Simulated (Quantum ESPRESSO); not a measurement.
**NiO: zone-centre phonons under several settings**

```
Ni O
1.0
     0.00000    2.08590    2.08590
     2.08590    0.00000    2.08590
     2.08590    2.08590    0.00000
Ni O
1 1
Direct
  0.00000 0.00000 0.00000
  0.50000 0.50000 0.50000
```

All runs used Quantum ESPRESSO 7.5; k mesh 6 × 6 × 6, shifted; collinear spin, ferromagnetic start; cutoff 1333 eV; occupations fermi-dirac, width 0.05 eV.

| level | potentials | geometry | volume (Å³/atom) | pressure (GPa) | lowest optical mode without the field (cm⁻¹) |
| --- | --- | --- | --- | --- | --- |
| PBE | PseudoDojo 0.4.1 SR PBE standard | relaxed cell | 8.98 | 0.0 | 312 |
| LDA | PseudoDojo 0.4.1 SR LDA standard | given cell, atoms relaxed | 9.08 | ? | ? |

**Question.** What stands in the row left open?

**Answer.** Pressure -20.3 GPa; lowest optical mode without the field 248 cm⁻¹.

Caveats: all runs use coarse meshes; the mesh is thin for the phonons of a metal; the cell is more than 3 GPa from zero pressure, which shifts response properties (some runs).

For the row left open. Caveat: the k mesh is coarse (spacing up to 0.43 Å⁻¹), so the values aren't converged; the mesh is thin for the phonons of a metal; the cell is more than 3 GPa from zero pressure, which shifts response properties.
